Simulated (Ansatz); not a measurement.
## BaTiO$_{3}$: moving O off its site

BaTiO$_{3}$, Pm-3m, a = 3.994 Å. The structure is a COD entry; whether it is the stable form wasn't checked. Ansatz: r2SCAN, PAW, 500 eV, Γ-centred 8×8×8 mesh on 5 atoms, Gaussian smearing 0.05 eV; no spin polarisation.

```
Ba Ti O
1.0
     3.99397    0.00000    0.00000
     0.00000    3.99397    0.00000
     0.00000    0.00000    3.99410
Ba Ti O
1 1 3
Cartesian
  0.0000 0.0000 0.0000
  1.9970 1.9970 1.9971
  1.9970 1.9970 0.0000
  1.9970 0.0000 1.9971
  0.0000 1.9970 1.9971
```

All 3 O atoms of the cell move by x along the unit vector (0.707, -0.707, 0.000), with their periodic images; all else is held. y is the free energy of the cell over the start, F the force along the path summed over the moved atoms. Symmetry makes y even in x.

```tsv
x (Å)	y (meV)	F (eV/Å)
-0.3000	?	?
-0.1500	2.6	0.23
0.0000	0.0	0.00
0.0375	-0.7	0.04
0.0750	-2.2	0.03
0.1125	-2.2	-0.05
0.1875	16.2	-0.52
0.2250	43.1	-0.94
0.2625	88.1	-1.49
```

Task: Fit y = c2 x² + c4 x⁴ to the energies of the other rows, give the force constant, and predict energy and force of the missing row.

Result: Least squares on the rows shown. y = −421.30 x² + 24778 x⁴. The force constant is 2 c2 = -0.843 eV/Å² for the 3 atoms together, -0.281 each, negative: the site is a maximum along this line (for all images moving together, not for a lone atom). The force −dy/dx at the missing row is 2.42 eV/Å (computed 2.16). With a term in x⁶ added, the coefficient of x² becomes -551.4, 31 % more, which shows how far this figure hangs on the form. At x = -0.3000 the fit asked for gives 162.8 meV. The run gave 156.1 meV, so the fit is 6.7 meV too high, 4.2 % of the span of the series, against an rms of 0.6 meV on the fitted rows. The row lies outside the fitted range. With a term in x⁶ added, a fit to the same known rows predicts 154.4 meV, so most of the miss is curvature that the known rows already hold.

Symmetry holds off the tilts and polar distortions that many cubic perovskites undergo.

Cost: 9 runs of about 4.4 core-minutes in all, on Intel Xeon 6975P-C (Granite Rapids) (shared hosts).